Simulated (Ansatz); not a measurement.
**In2O3: a trial structure relaxed**

Aim: relax In2O3 from this start, structure listed in a database for this formula (Ia-3, No. 206), and see where it ends.

Program: Ansatz 0.2.0. Level of theory: DFT PBE, scalar-relativistic, plane waves, PAW. These are calculated values, not measurements.

## Step 1: The structure to begin with

It takes space group Ia-3 (No. 206, cubic). Conventional cell: a = 10.177 Å, b = 10.177 Å, c = 10.177 Å, α = 90.00°, β = 90.00°, γ = 90.00°. In (site symmetry 2) has 6 O at 2.14 to 2.23 Å as nearest neighbours. In (site symmetry -3) has 6 O at 2.19 Å as nearest neighbours. O (site symmetry 1) is surrounded by 4 In at 2.14 to 2.23 Å.

Coordinates:

```cif
data_structure
_symmetry_space_group_name_H-M 'P 1'
_symmetry_Int_Tables_number 1
_cell_length_a 8.8133
_cell_length_b 8.8133
_cell_length_c 8.8133
_cell_angle_alpha 109.471
_cell_angle_beta 109.471
_cell_angle_gamma 109.471
_cell_volume 526.98
loop_
_atom_site_label
_atom_site_type_symbol
_atom_site_fract_x
_atom_site_fract_y
_atom_site_fract_z
_atom_site_occupancy
In1 In 0.28402 0.53402 0.75000 1
In2 In 0.71598 0.46598 0.25000 1
In3 In 0.00000 0.50000 0.00000 1
In4 In 0.00000 0.00000 0.50000 1
In5 In 0.75000 0.28402 0.53402 1
In6 In 0.25000 0.71598 0.46598 1
In7 In 0.78402 0.03402 0.75000 1
In8 In 0.21598 0.96598 0.25000 1
In9 In 0.53402 0.75000 0.28402 1
In10 In 0.75000 0.78402 0.03402 1
In11 In 0.50000 0.00000 0.00000 1
In12 In 0.50000 0.50000 0.50000 1
In13 In 0.25000 0.21598 0.96598 1
In14 In 0.46598 0.25000 0.71598 1
In15 In 0.96598 0.25000 0.21598 1
In16 In 0.03402 0.75000 0.78402 1
O1 O 0.53689 0.77215 0.54476 1
O2 O 0.77215 0.54476 0.53689 1
O3 O 0.50788 0.23526 0.96311 1
O4 O 0.77261 0.72785 0.26474 1
O5 O 0.22785 0.45524 0.46311 1
O6 O 0.27261 0.00788 0.04476 1
O7 O 0.45524 0.46311 0.22785 1
O8 O 0.95524 0.72739 0.99212 1
O9 O 0.73526 0.22739 0.27215 1
O10 O 0.96311 0.50788 0.23526 1
O11 O 0.23526 0.96311 0.50788 1
O12 O 0.04476 0.27261 0.00788 1
O13 O 0.03689 0.49212 0.76474 1
O14 O 0.72739 0.99212 0.95524 1
O15 O 0.27215 0.73526 0.22739 1
O16 O 0.99212 0.95524 0.72739 1
O17 O 0.72785 0.26474 0.77261 1
O18 O 0.26474 0.77261 0.72785 1
O19 O 0.22739 0.27215 0.73526 1
O20 O 0.49212 0.76474 0.03689 1
O21 O 0.00788 0.04476 0.27261 1
O22 O 0.76474 0.03689 0.49212 1
O23 O 0.54476 0.53689 0.77215 1
O24 O 0.46311 0.22785 0.45524 1
```

(A quick probe on a coarse mesh, which set the mesh and smearing, is not shown.)

## Step 3: Rough relaxation on the coarse mesh

input.yaml

```yaml
crystal:
  lattice:
    - [-5.0883616348, 5.0883616348, 5.0883616348]
    - [5.0883616348, -5.0883616348, 5.0883616348]
    - [5.0883616348, 5.0883616348, -5.0883616348]
  atoms:
    - { symbol: In, position: [0.28402222, 0.53402222, 0.75] }
    - { symbol: In, position: [0.71597778, 0.46597778, 0.25] }
    - { symbol: In, position: [0.0, 0.5, 0.0] }
    - { symbol: In, position: [0.0, 0.0, 0.5] }
    - { symbol: In, position: [0.75, 0.28402222, 0.53402222] }
    - { symbol: In, position: [0.25, 0.71597778, 0.46597778] }
    - { symbol: In, position: [0.78402222, 0.03402222, 0.75] }
    - { symbol: In, position: [0.21597778, 0.96597778, 0.25] }
    - { symbol: In, position: [0.53402222, 0.75, 0.28402222] }
    - { symbol: In, position: [0.75, 0.78402222, 0.03402222] }
    - { symbol: In, position: [0.5, 0.0, 0.0] }
    - { symbol: In, position: [0.5, 0.5, 0.5] }
    - { symbol: In, position: [0.25, 0.21597778, 0.96597778] }
    - { symbol: In, position: [0.46597778, 0.25, 0.71597778] }
    - { symbol: In, position: [0.96597778, 0.25, 0.21597778] }
    - { symbol: In, position: [0.03402222, 0.75, 0.78402222] }
    - { symbol: O, position: [0.53688783, 0.77215063, 0.54476352] }
    - { symbol: O, position: [0.77215063, 0.54476352, 0.53688783] }
    - { symbol: O, position: [0.50787569, 0.2352628, 0.96311217] }
    - { symbol: O, position: [0.77261289, 0.72784937, 0.2647372] }
    - { symbol: O, position: [0.22784937, 0.45523648, 0.46311217] }
    - { symbol: O, position: [0.27261289, 0.00787569, 0.04476352] }
    - { symbol: O, position: [0.45523648, 0.46311217, 0.22784937] }
    - { symbol: O, position: [0.95523648, 0.72738711, 0.99212431] }
    - { symbol: O, position: [0.7352628, 0.22738711, 0.27215063] }
    - { symbol: O, position: [0.96311217, 0.50787569, 0.2352628] }
    - { symbol: O, position: [0.2352628, 0.96311217, 0.50787569] }
    - { symbol: O, position: [0.04476352, 0.27261289, 0.00787569] }
    - { symbol: O, position: [0.03688783, 0.49212431, 0.7647372] }
    - { symbol: O, position: [0.72738711, 0.99212431, 0.95523648] }
    - { symbol: O, position: [0.27215063, 0.7352628, 0.22738711] }
    - { symbol: O, position: [0.99212431, 0.95523648, 0.72738711] }
    - { symbol: O, position: [0.72784937, 0.2647372, 0.77261289] }
    - { symbol: O, position: [0.2647372, 0.77261289, 0.72784937] }
    - { symbol: O, position: [0.22738711, 0.27215063, 0.7352628] }
    - { symbol: O, position: [0.49212431, 0.7647372, 0.03688783] }
    - { symbol: O, position: [0.00787569, 0.04476352, 0.27261289] }
    - { symbol: O, position: [0.7647372, 0.03688783, 0.49212431] }
    - { symbol: O, position: [0.54476352, 0.53688783, 0.77215063] }
    - { symbol: O, position: [0.46311217, 0.22784937, 0.45523648] }
basis:
  ecutwfc: 420
kpoints:
  mp_grid: { grid: [4, 4, 4] }
hamiltonian:
  xc: pbe
scf:
  occupations: { method: gaussian, width: 0.1 }
  lower_state_search: "off"
output:
  forces: true
  stress: true
  eigenvalues: true
relax:
  adjacent_minimum: "off"
  f_tol: 0.04
  max_steps: 70
  cell: { stress_tol: 0.4 }
```

Run with:

```bash
ansatz run input.yaml --threads 1 --pin off --max-ram 2560MiB --backend cpu --events-out ev --progress --plain --runs-dir out
```

The session goes on with these runs: full relaxation.

**Question.** What will these runs give?

As calculated:

Formation energies count from the elements, computed with the same settings in runs not shown here.

| quantity | value |
| --- | --- |
| cell (conventional) | a = 10.289 Å, b = 10.289 Å, c = 10.289 Å, α = 90.00°, β = 90.00°, γ = 90.00° |
| space group | Ia-3 (No. 206) |
| volume | 13.61 Å³/atom |
| gap on the mesh | 0.94 eV |
| formation energy from the elements | -1.556 eV/atom |

What this shows: The space group stayed Ia-3, and from the first guess the volume went from 13.17 to 13.61 Å³/atom. With -1.56 eV/atom it lies under the elements, which doesn't yet make it stable against other compounds of them.

These are semilocal Kohn-Sham gaps, which aren't the measured quantity. Such gaps usually fall short of the measured ones.
